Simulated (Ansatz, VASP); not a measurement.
This is a calculation of NiO for VASP 6.6.1. 

File INCAR:

```
SYSTEM = NiO
ALGO = Normal
EDIFF = 1E-7
EDIFFG = -0.01
ENCUT = 600
GGA = RE
IBRION = 2
ISIF = 3
ISMEAR = -1
ISPIN = 2
LASPH = .TRUE.
LCHARG = .FALSE.
LMAXMIX = 4
LORBIT = 11
LREAL = .FALSE.
LWAVE = .FALSE.
MAGMOM = 1 0
NELM = 120
NSW = 40
PREC = Accurate
SIGMA = 0.05
```

The input KPOINTS:

```
k-points
0
G
  11 11 11
  0 0 0
```

POSCAR

```
NiO
1.0
    0.0000000000      2.0859016414      2.0859016414
    2.0859016414      0.0000000000      2.0859016414
    2.0859016414      2.0859016414      0.0000000000
Ni O
1 1
Direct
    0.0000000000      0.0000000000      0.0000000000
    0.5000000000      0.5000000000      0.5000000000
```

Potentials or basis: VASP PAW PBE potentials, release 64 (Ni, O).

Run with:

```sh
$ cat potpaw_PBE.64/Ni/POTCAR potpaw_PBE.64/O/POTCAR > POTCAR
$ mpirun -np 1 vasp_std > vasp.out
```

Problem. Translate it to Ansatz 0.2.0. Potentials or basis there: all-electron LAPW, scalar-relativistic.

Solution. As run (cutoffs and basis follow the program's own potentials, and thresholds, step limits or extra output files can differ):

input.yaml

```yaml
crystal:
  lattice:
    - [0.0, 2.0859016414, 2.0859016414]
    - [2.0859016414, 0.0, 2.0859016414]
    - [2.0859016414, 2.0859016414, 0.0]
  atoms:
    - { symbol: Ni, position: [0.0, 0.0, 0.0], spin: 1.0 }
    - { symbol: O, position: [0.5, 0.5, 0.5] }
kpoints:
  mp_grid: { grid: [11, 11, 11] }
scf:
  occupations: { method: fermi_dirac, width: 0.05 }
hamiltonian:
  xc: revpbe
  pseudopotentials: { kind: all_electron, lapw: { basis_error: 0.001 } }
magnetization:
  spin_polarized: true
output:
  forces: true
  stress: true
relax:
  f_tol: 0.005
  max_steps: 60
  cell: {}
```

Potentials or basis: all-electron LAPW, scalar-relativistic.

Launch:

```bash
$ ansatz run input.yaml --threads 2 --pin off --max-ram 6144MiB --backend cpu --events-out ev --progress --plain --runs-dir out
```

Both were run:

|  | VASP | Ansatz |
| --- | --- | --- |
| Relaxed volume | 9.63 Å³/atom | 9.67 Å³/atom |
| Relaxed cell | a = 3.009 Å, b = 3.009 Å, c = 3.009 Å, α = 60.00°, β = 60.00°, γ = 60.00° | a = 3.013 Å, b = 3.013 Å, c = 3.013 Å, α = 60.00°, β = 60.00°, γ = 60.00° |
| Space group after relaxing | Fm-3m (No. 225) | Fm-3m (No. 225) |
| Pressure after relaxing | 0.0 GPa | 0.0 GPa |
| Net moment | 1.88 μB per cell | 1.93 μB per cell |

VASP's potentials were made for PBE.

Where Ansatz's input types no cutoff or centring, it takes its own default and a Γ-centred mesh.

The magnetic state is the one that the start led to; the real crystal's order can differ.

Pressure is positive in compression.
